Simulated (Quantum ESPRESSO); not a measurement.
BN:

```
CELL_PARAMETERS angstrom
0.00000 1.81300 1.81300
1.81300 0.00000 1.81300
1.81300 1.81300 0.00000
ATOMIC_POSITIONS crystal
N 0.25000 0.25000 0.25000
B 0.00000 0.00000 0.00000
```

The cell is a database's computed one.

| Property | Result |
| --- | --- |
| Program | Quantum ESPRESSO 7.5 |
| Task | phonons |
| Functional | PBEsol |
| Potentials or basis | PseudoDojo 0.4.1 SR PBEsol standard |
| Cutoff | 1143 eV |
| Density cutoff | 4572 eV |
| k mesh | 8 × 8 × 8, shifted |
| Occupations | fermi-dirac, width 0.05 eV |
| Spin | no spin polarisation |
| Target pressure | 25 GPa |
| Mixing beta | 0.5 |
| Most SCF iterations | 120 |
| SCF threshold | 4e-10 Ry |

The cell and the atoms were relaxed first at 25 GPa, to 5.54 Å³/atom (a = 2.502 Å, b = 2.502 Å, c = 2.502 Å, α = 60.00°, β = 60.00°, γ = 60.00°), and the response was taken there.

The first run showed a gap, so the response started from a second, tighter run with fixed occupations.

Question: What is the highest optical frequency at the zone centre, leaving out the macroscopic field of polar modes?

Answer: 1126 cm⁻¹, a mode of symmetry T2 (IR and Raman). With the field the highest mode lies at 1354 cm⁻¹.

Optical modes at Γ, degenerate ones joined, polar ones without the macroscopic field:
```
cm⁻¹  components  symmetry     active in  IR intensity, summed ((D/Å)²/amu)
1126           3        T2  IR and Raman                              39.68
```

Zone-centre frequencies without and with the macroscopic field along z (cm⁻¹):
```csv
,optical modes in rising order
without,1126 1126 1126
with the field,1126 1126 1354
```

Born effective charge tensors (e):
atom 1, N
```
-1.87  0.00  0.00
 0.00 -1.87  0.00
 0.00  0.00 -1.87
```
atom 2, B
```
1.87 0.00 0.00
0.00 1.87 0.00
0.00 0.00 1.87
```

Caveat: the cell is more than 3 GPa from zero pressure, which shifts response properties.
